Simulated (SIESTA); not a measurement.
ZrN:

```
Zr N
1.0
     0.00000    2.30000    2.30000
     2.30000    0.00000    2.30000
     2.30000    2.30000    0.00000
Zr N
1 1
Cartesian
  2.3000 2.3000 2.3000
  0.0000 0.0000 0.0000
```

Base run:

* Program: SIESTA 5.4.2
* Functional: AM05
* Potentials or basis: PseudoDojo 0.4 standard (PBEsol files)
* Basis: DZP (energy shift 0.003 Ry; two zetas on semicore shells)
* Grid cutoff: 800 Ry
* Energy shift: 0.003 Ry
* k mesh: 10 × 10 × 10
* Occupations: fermi-dirac, width 0.05 eV
* Spin: no spin polarisation

Its results: band gap on the k mesh none (metal or under the smearing width); pressure -4.6 GPa.

Problem. The run is repeated on the same cell with these changes: functional from AM05 to WC. What comes out?

Solution. Band gap on the k mesh none (metal or under the smearing width); pressure -3.2 GPa.

Caveats: the potentials were made for another functional, which shifts forces and pressure; the basis of atomic orbitals isn't converged, which shifts pressures, moduli and gaps.
